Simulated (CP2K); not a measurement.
The system is Si2W.

```
CELL_PARAMETERS angstrom
4.52671 0.00000 0.00000
2.24503 3.93077 0.00000
-3.38587 -1.96538 2.27250
ATOMIC_POSITIONS crystal
W 0.00000 0.00000 0.00000
Si 0.66530 0.66530 0.00000
Si 0.33470 0.33470 0.00000
```

Base run:

```yaml
Program: CP2K 2026.2
Functional: PBE
Potentials_or_basis: POTENTIAL_UZH W GTH-PBE-q14, Si GTH-PBE-q4; TZVP-MOLOPT-PBE-GTH basis
Density_cutoff: 6123 eV
k_mesh: 12 × 12 × 12
Occupations: fermi-dirac, width 0.0259 eV
Spin: no spin polarisation
```

Its results: band gap on the k mesh none (metal or under the smearing width); pressure 2.5 GPa; largest force 0.070 eV/Å.

**Question.** The run is repeated on the same cell with these changes: functional from PBE to PBEsol; occupations from fermi-dirac, width 0.0259 eV to fermi-dirac, width 0.1 eV. What comes out?

**Answer.** Band gap on the k mesh none (metal or under the smearing width); pressure -0.3 GPa; largest force 0.026 eV/Å.

Caveats: the basis of atomic orbitals isn't converged, which shifts pressures, moduli and gaps; the potentials were made for another functional, which shifts forces and pressure (some runs).

Not every run made on this cell is shown here.
